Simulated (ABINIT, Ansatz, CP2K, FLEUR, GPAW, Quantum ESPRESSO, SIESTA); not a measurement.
# CsBr (Pm-3m, 2 atoms in the cell) computed with different codes at matched settings

Self-consistent single point, at a second geometry (lattice scaled by 0.98). First geometry:

```xyz
2
Lattice="4.2900 0.0000 0.0000 0.0000 4.2900 0.0000 0.0000 0.0000 4.2900" Properties=species:S:1:pos:R:3 pbc="T T T"
Cs     0.0000     0.0000     0.0000
Br     2.1450     2.1450     2.1450
```

Shared settings, as Ansatz (a first-principles code) writes them: kpoints.mp_grid.grid = 8 8 8; scf.occupations.method = fermi_dirac; scf.occupations.width = 0.01 eV. Potentials and cutoffs stand in the table.

| code | model | ΔF from the first geometry (meV/atom) | pressure (GPa) | gap on the mesh (eV) | cutoff |
|---|---|---|---|---|---|
| FLEUR | PBE, all-electron FLAPW (FLEUR), scalar-relativistic valence | 23.1 | – | 4.847 | Kmax 3.8 1/bohr |
| CP2K | PBE, GPW, DZVP-MOLOPT-SR-GTH basis, GTH-PBE potentials (GTH_POTENTIALS) | 25.2 | 2.43 | 4.817 | grid 500 Ry |
| ABINIT | PBE, PAW (JTH v2.0 PBE PAW) | 24.2 | 2.11 | 4.738 | 21 Ha |
| GPAW | PBE, GPAW PAW datasets PBE (gpaw-data 1.0.1) | 23.7 | 2.27 | 4.755 | 600 eV |
| Ansatz | PBE, default PAW files | 22.7 | 2.20 | 4.754 | 420 eV |
| Quantum ESPRESSO | PBE, SSSP 1.1.2 efficiency (PBE) pseudopotentials | 22.0 | 2.13 | 4.755 | 40 Ry |
| SIESTA | GGA PBE, numerical atomic orbitals DZP, PseudoDojo PBE standard norm-conserving potentials (rewritten from UPF to PSML) | 24.6 | 2.29 | 4.499 | grid 300 Ry |

A dash marks a value that a program does not give, or that is left out as unsure.

Gaps are read on the mesh.

The spread over the programs that give each value: ΔF from the first geometry within 3.2 meV/atom; pressure within 0.32 GPa; gap on the mesh within 0.348 eV.

CP2K and SIESTA use small atom-centred bases, whose incompleteness enters pressures, forces and empty levels differently from a plane-wave cutoff. FLEUR treats all electrons, but the usual bases taken here (sphere radii, linearisation, local orbitals, empty states) were not tested for convergence, so the values are no reference for the others. Ansatz's pressure is given at a fixed set of plane waves, as the other plane-wave codes print theirs. In the gap, SIESTA (by 0.255) lies more than 0.12 eV from the median of the plane-wave programs.

The starting cell has typed, rounded lattice constants, without a prior relaxation at this level. For this run, on top of that: lattice scaled by 0.98.

Keys are those of Ansatz 0.2.
